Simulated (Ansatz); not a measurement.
The system is NiO2.

```
Ni O
1.0
     2.91215    0.00000    0.00000
    -1.45608    2.52200    0.00000
     0.00000    0.00000   10.55527
Ni O
2 4
Direct
  0.00000 0.00000 0.50000
  0.00000 0.00000 0.00000
  0.33333 0.66667 0.58908
  0.33333 0.66667 0.91092
  0.66667 0.33333 0.41092
  0.66667 0.33333 0.08908
```

The cell comes from a database or a generator and needn't be the stable form of this composition.

* Program: Ansatz 0.2.0
* Task: relaxation of cell and atoms
* Functional: LDA
* Potentials or basis: Ansatz PAW
* Cutoff: 420 eV (not typed: the program's choice for these potentials)
* k mesh: 10 × 10 × 3
* Occupations: fermi-dirac, width 0.05 eV
* Spin: collinear spin, ferromagnetic start
* Starting moments: [1.0, 1.0, 0.0, 0.0, 0.0, 0.0] μB

At the start: volume 12.92 Å³/atom.

Task: Where does the relaxation end?

Result: It ends after 20 steps and the volume is 10.39 Å³/atom (-19.6 %); space group P6_3/mmc (No. 194, to 0.05 Å); moment 0.00 μB per cell.

The path:
```csv
step,energy change (eV),largest force (eV/Å),volume (Å³)
1,0.0000,1.4372,77.52
2,-0.5678,0.9802,71.38
3,-0.7885,0.1752,64.87
4,-0.7890,0.0567,66.93
5,-0.7892,0.0117,66.96
6,-0.7877,0.0001,67.19
7,-0.7861,0.0041,67.42
8,-0.7505,0.0040,67.42
9,-0.7837,0.0403,63.82
10,-0.7830,0.0025,63.96
11,-0.7825,0.0001,64.02
12,-0.7650,0.0000,64.02
13,-0.7796,0.0142,62.14
14,-0.7769,0.0009,62.66
15,-0.7755,0.0021,62.86
16,-0.7676,0.0022,62.86
17,-0.7710,0.0002,62.45
18,-0.7682,0.0001,62.45
19,-0.7689,0.0001,62.37
20,-0.7682,0.0001,62.37
```

Final structure:
```xyz
6
Lattice="2.7575 0.0000 0.0000 -1.3787 2.3880 0.0000 0.0000 0.0000 9.4710" Properties=species:S:1:pos:R:3 pbc="T T T"
Ni    0.0000    0.0000    4.7355
Ni    0.0000    0.0000    0.0000
O     0.0000    1.5920    5.6573
O     0.0000    1.5920    8.5492
O     1.3787    0.7960    3.8137
O     1.3787    0.7960    0.9218
```

Caveat: the volume moved by over 15 % at a fixed basis, so the end points are rough; the plane-wave basis is chosen anew once the cell has moved, so the energies of steps on either side of that aren't comparable; the pressure holds a Pulay correction of +1.2 GPa for the finite cutoff; the PAW data sets come from PBE, with cores solved anew for the run's functional, which leaves a small shift of forces and pressure; the starting moments weren't kept.
